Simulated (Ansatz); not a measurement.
Crystal: Re, fcc type, 1 atom in the cell.

Theory: HSE06, plane waves, PAW datasets (generated hard set) in Ansatz.

Cutoff 700 eV; exchange singularity: regularized; k-mesh 6×6×6 Γ-centred; Fermi–Dirac smearing of 0.1 eV; no spin polarisation; no spin–orbit coupling.

The fit to the energies gives V₀ = 14.594 Å³/atom (a₀ = 3.879 Å), B₀ = 405 GPa, B₀′ = 4.42.

**Question.** What pressure does the program print at V = 13.854 Å³/atom, and how far above the lowest computed point (V = 14.758 Å³/atom) does the energy lie?

**Answer.** 23.62 GPa and 49.73 meV/atom. All points:

```json
{"V (Å³/atom)": "13.854", "a (Å)": "3.8125", "E − E(min) (meV/atom)": "49.73", "P (GPa)": "23.62"}
{"V (Å³/atom)": "14.306", "a (Å)": "3.8535", "E − E(min) (meV/atom)": "5.19", "P (GPa)": "8.41"}
{"V (Å³/atom)": "14.758", "a (Å)": "3.8937", "E − E(min) (meV/atom)": "0.00", "P (GPa)": "-4.40"}
{"V (Å³/atom)": "15.210", "a (Å)": "3.9330", "E − E(min) (meV/atom)": "28.21", "P (GPa)": "-15.25"}
{"V (Å³/atom)": "15.661", "a (Å)": "3.9716", "E − E(min) (meV/atom)": "84.52", "P (GPa)": "-24.45"}
```

The stress includes the program's correction for the finite plane-wave basis.

The k-mesh is coarse, so these values belong to this mesh and can lie far from the converged ones. This cubic structure is a model: it isn't the usual form of the substance at ambient conditions, and such phases are metastable or hypothetical. Potentials made with PBE were used with another functional.
